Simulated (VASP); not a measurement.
Input of a VASP 6.6.1 run:

Contents of INCAR:

```
  PREC = Accurate
  ENCUT = 520
  EDIFF = 1E-6
  ISMEAR = 0
  SIGMA = 0.1
  LREAL = False
  LASPH = True
  NELM = 100
  ALGO = Normal
  ISIF = 2
  LWAVE = False
  LCHARG = False
  GGA = PE
  NBANDS = 18
```

KPOINTS

```
regular mesh
0
Gamma
  6 6 6
```

POSCAR

```
ZnCu
1.0
    2.9205539200      0.0000000000      0.0000000000
    0.0000000000      2.9205539200      0.0000000000
    0.0000000000      0.0000000000      2.9205539200
Zn Cu
1 1
Direct
    0.5000000000      0.5000000000      0.5000000000
    0.0000000000      0.0000000000      0.0000000000
```

Potentials or basis: VASP PAW PBE potentials, release 64 (Zn, Cu).

Command:

```bash
$ cat potpaw_PBE.64/Zn/POTCAR potpaw_PBE.64/Cu/POTCAR > POTCAR
$ mpirun -np 1 vasp_std > vasp.out
```

Problem. Estimate the band gap on the k mesh.

Solution. None (metal or under the smearing width).

Problem. Estimate the pressure.

Solution. 6.7 GPa.
